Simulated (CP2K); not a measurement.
Sr under changes of volume

One of the cells (56.319 Å³/atom); the others are scaled copies at fixed shape and fractional positions:

```
Sr
1.0
     4.30253    0.00000    0.00000
     2.15127    3.72610    0.00000
     2.15127    1.24203    3.51300
Sr
1
Direct
  0.00000 0.00000 0.00000
```

| Item | Value |
| --- | --- |
| Program | CP2K 2026.2 |
| Functional | LDA |
| Potentials or basis | GTH_POTENTIALS Sr GTH-PADE-q10; TZVP-MOLOPT-PBE-GTH basis |
| Density cutoff | 8163 eV |
| k mesh | 8 × 8 × 8 |
| Occupations | fermi-dirac, width 0.05 eV |
| Spin | no spin polarisation |

```tsv
volume (Å³/atom)	energy over the lowest point (meV/atom)	pressure (GPa)
52.940	0.00	-1.1
54.067	?	?
55.193	18.57	-1.5
56.319	29.76	-1.6
57.446	42.03	-1.8
58.572	55.26	-1.9
59.698	69.32	-2.0
```

**Question.** What does the run at 54.067 Å³/atom give?

**Answer.** Energy over the lowest point 8.59 meV/atom; pressure -1.3 GPa.

Worked out: A Birch-Murnaghan fit of order 3 (a polynomial in V^(-2/3)) to the other rows has no minimum within the range. It gives 8.60 meV/atom at 54.067 Å³/atom, against the run's 8.59, and -dE/dV = -1.3 GPa, against -1.3.

Energies are extrapolated to zero smearing.

Caveats: the basis of atomic orbitals isn't converged, which shifts pressures, moduli and gaps.
